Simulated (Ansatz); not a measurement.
# Supercells of bare Al-Cu alloy nanowire along [110] (26 atoms): plane waves and support functions, part 2 of 2

How do plane waves and support functions scale when bare Al-Cu alloy nanowire along [110] (26 atoms) is repeated?

Ansatz 0.2.0; Kohn-Sham DFT, PBE, PAW (set soft_2), plane waves.

The cell: 13 Cu and 13 Al. The cell is under 6 Å thick along one periodic direction. The host structure and its lattice constant were typed by rule, without a check against the phase diagram. Beside vacuum, support functions can miss their usual error bounds without a warning.

So far. Step 5 (Plane waves, 78 atoms): The energy lies 0.212 meV/atom above the dense-mesh reference. Step 6 (Support functions, 78 atoms): The energy lies 1.71 meV/atom below the dense-mesh reference, and 1.9 meV/atom below plane waves of the same size, an offset between the two bases that leaves the sampling error alike.

## 7. Support functions, 182 atoms

Level of this step: Kohn-Sham DFT, PBE, PAW (set soft_2), localised support functions (medium) (Ansatz).

The repeated cell is solved at Γ in support functions.

Input file input.yaml:

```yaml
crystal:
  lattice:
    - [17.1, 0.0, 0.0]
    - [0.0, 14.72756, 0.0]
    - [0.0, 0.0, 5.16237]
  atoms:
    [... the 26 atom lines of step 2 ...]
  supercell: [1, 1, 7]
kpoints:
  mp_grid: { grid: [1, 1, 1] }
hamiltonian:
  xc: pbe
scf:
  occupations: { method: fermi_dirac, width: 0.1 }
  eigensolver: { kind: { support_functions: { accuracy: medium } } }
  mixing: { beta: 0.2 }
  max_iter: 150
output:
  forces: true
```

Launch:

```sh
ansatz run input.yaml --threads 8 --pin off --max-ram 15872MiB --backend cpu --events-out ev --progress --plain --runs-dir out
```

Numbers of over 12 decimals in the logs are rounded to 6 here.

Output:

```text
Warning: scf.eigensolver.kind.support_functions: disabling space-group detection — the functions' gradient is summed over unrotated k-points, so no spatial operation reduces the k-mesh or symmetrises the density; time reversal is kept, so that k and −k are solved as one point where they differ and the mesh holds both, and exact exchange and, on two spinor components, a DFT+U term hold to it where the run has them: [...]
settings of this run that can trade accuracy for cost: scf.eigensolver.kind.support_functions [...]
[...]
Crystal: 182 atoms, lattice volume = 9100.685 Å³
Basis set: ecut = 420 eV, 177909 PW (Γ), exchange–correlation on 240×200×486 points (8 copies of the dense FFT grid, shifted against one another)
Bands: 1202, of which v1, the nominal top of the filled ones, is band 1001 counted from 1 (1000 counted from 0)
Symmetry: 1 space group operations
k-points: 1
[...]
SCF iter   1: F=—  HF=-651814.462917 eV  |F-HF|=—  |Δ(HF+E_count)|=         —  Δρ=1.15e-1  dr2=1.14e3  ethr=1.00e-1
[...]
SCF iter  33: F=—  HF=-651740.622594 eV  |F-HF|=—  |Δ(HF+E_count)|=   4.10e-4  Δρ=5.22e-6  dr2=5.73e-6  ethr=3.42e-10  κ⁻¹=7.4e-5(r=7)
SCF iter  34: F=-651740.622695 eV  HF=-651740.622658 eV  |F-HF|=3.76e-5  |Δ(HF+E_count)|=   6.32e-5  Δρ=2.04e-6  dr2=2.36e-6  ethr=2.86e-10
SCF 1 converged in 34 iterations: F = -651740.637584 eV  dr2 = 2.36e-6
[...]
SCF converged after 34 iterations
Stability not checked: this state was not tested for a lower state beside it, because the mixer in use, unlike msr1, does not test its closes by its own steps (another_mixer; see scf.mixing.algorithm and scf.lower_state_search)
Free energy (F): -651740.637584 eV
[...]
Internal energy: -651737.900933 eV  (E = F + TS)
E sigma→0 (E₀):  -651739.269258 eV
Entropy (-TS):   -2.736651 eV (-15.037 meV/atom)
Fermi energy:    0.201293 eV
[...]
Σ components = -651740.637584   (vs F -651740.637584, Δ=0.00e0)
--- Forces (eV/Å), atoms counted from 1 ---
  atom   1  Cu     0.11896252    -0.08013603     0.00915310
  atom   2  Cu     0.05579193     0.18730336     0.01836593
  atom   3  Al     0.37087653    -0.03640094    -0.03138013
  atom   4  Cu     0.05741579     0.30157266     0.02394848
  atom   5  Cu    -0.13247171     0.13638312    -0.03005756
  atom   6  Cu     0.41732257     0.04639440     0.02220652
  [... forces on the other 176 atoms ...]
  max |Σ_I F_I| component: 3.48e-3 eV/Å
--- Band table (eV) ---
[... left out ...]
  guard bands above this table: 164 of the run's 1202 bands (output.publish_guard_bands: true publishes all)
[...]
```

The job ended after 12 min (8 threads of Arm Neoverse V1, shared host; peak memory 10 GiB).

The program repeats the typed cell 1×1×7 times, 182 atoms in all; totals in the log are those of the whole repeated cell, and force differences are taken after averaging over the copies of each atom.

The energy lies 1.95 meV/atom below the dense-mesh reference.

## 8. Scaling with size

Differences are against the typed cell on a 1×1×7 mesh, which samples like Γ on 182 atoms (r.m.s. force component 0.211 eV/Å). Every repeated cell is solved at Γ, and forces are averaged over the copies of each atom. Hardware: 8 threads of Arm Neoverse V1, shared host.

```tsv
atoms	repeats	basis	Δ force, r.m.s. (meV/Å)	Δ energy (meV/atom)	less plane waves of the same size (meV/atom)	spread among copies (meV/Å)	SCF cycles	time	host memory (GiB)
26	1×1×1	plane waves	330	199	-	-	15	5.4 s	1.1
26	1×1×1	support functions	330	197	-2.0	-	31	78 s	2.3
78	1×1×3	plane waves	49.6	0.212	-	0	13	42 s	4.9
78	1×1×3	support functions	49.6	-1.71	-1.9	0.056	15	2.2 min	5.7
182	1×1×7	support functions	0.847	-1.95	-	0.14	34	12 min	10
```

## 9. What the reference run shows

With the settings judged, the reference run is read for its physics.

Neighbours are counted within 3.23 Å (Al-Al), 3.23 Å (Al-Cu), 3.23 Å (Cu-Cu).

Length of the force by element and coordination:

```tsv
element	coordination	atoms	mean length of the force (eV/Å)	spread	least	most
Al	all	13	0.389	0.108	0.232	0.690
Al	6	2	0.314	0.0822	0.232	0.397
Al	7	4	0.398	0.0453	0.337	0.451
Al	8	3	0.358	0.0415	0.312	0.413
Al	12	4	0.438	0.158	0.284	0.690
Cu	all	13	0.300	0.119	0.143	0.609
Cu	7	4	0.360	0.171	0.143	0.609
Cu	8	5	0.268	0.0464	0.195	0.315
Cu	12	4	0.280	0.0945	0.192	0.422
```

States in the cell by windows of 1 eV, zero at the Fermi level; the larger projections on atomic orbitals stand beside the total:

```tsv
from (eV)	to (eV)	total	Cu d	Al p	Al s	Cu s
-18	-11	0.0	0.0	0.0	0.0	0.0
-11	-10	1.0	0.0	0.2	0.5	0.3
-10	-9	1.6	0.0	0.5	0.7	0.3
-9	-8	3.0	0.1	1.1	1.1	0.7
-8	-7	3.9	0.2	1.6	1.3	0.8
-7	-6	5.7	0.6	2.1	1.8	1.1
-6	-5	8.6	2.7	2.6	2.1	1.2
-5	-4	21.2	15.1	2.8	1.5	1.6
-4	-3	51.3	45.6	3.3	1.2	0.8
-3	-2	58.4	52.3	3.4	1.5	0.9
-2	-1	16.7	8.6	4.9	1.6	1.2
-1	0	11.1	1.9	5.9	1.3	1.3
0	1	10.5	1.0	5.5	1.5	1.5
1	2	10.9	0.6	5.6	1.4	1.6
2	3	12.6	0.4	6.1	1.6	1.8
```

The stored curve holds about 182 of the 286 electrons; the rest, give or take the few that broadening carries across the Fermi level, lie in deeper levels below its range.

The levels nearest the highest filled one (over half full), pooled over k-points and spins:

```tsv
level less the highest filled one (eV)	occupation
-0.318	1.96
-0.277	1.94
-0.0919	1.69
-0.0845	1.67
-0.0484	1.56
0	1.37
0.0777	0.999
0.113	0.827
0.140	0.699
0.143	0.682
0.174	0.552
0.177	0.541
```

Within 0.4 eV of the Fermi level the largest share is Al p (58 % of the projected weight).

## 10. Outcome

```json
{"free energy per atom": "-3580.9906 eV/atom", "r.m.s. force component": "0.2109 eV/Å", "wall time of the 6 DFT runs": "17 min"}
```

**Reading.** Repeating the cell at Γ samples more k-points: in plane waves the energy difference from the dense mesh goes from 199 meV/atom at 26 atoms to 0.212 at 78, and the force difference from 330 to 50 meV/Å. At equal size the support functions lie 1.9 to 2.0 meV/atom below plane waves, likely because their grid holds more waves than 420 eV; no run tests this. At the largest size the support functions' forces differ from the reference by 0.40 % of the r.m.s. force, where they sample the same k-points.

16 levels are partly filled, by over 2 % (on the run's k-points), as in a metal.

Caveats: The geometry was minimised with a classical potential and isn't relaxed at this level: its force components are 0.21 eV/Å r.m.s.

[Logs are printed without paths, hosts, clocks, repeated set-up lines and the standing remarks that a program may print on its own settings, such as how far it seeks lower states.]

[Hosts, paths, dates, database ids (printed as entryN), source tags and the programs' standing remarks are cut or masked in the printed files.]
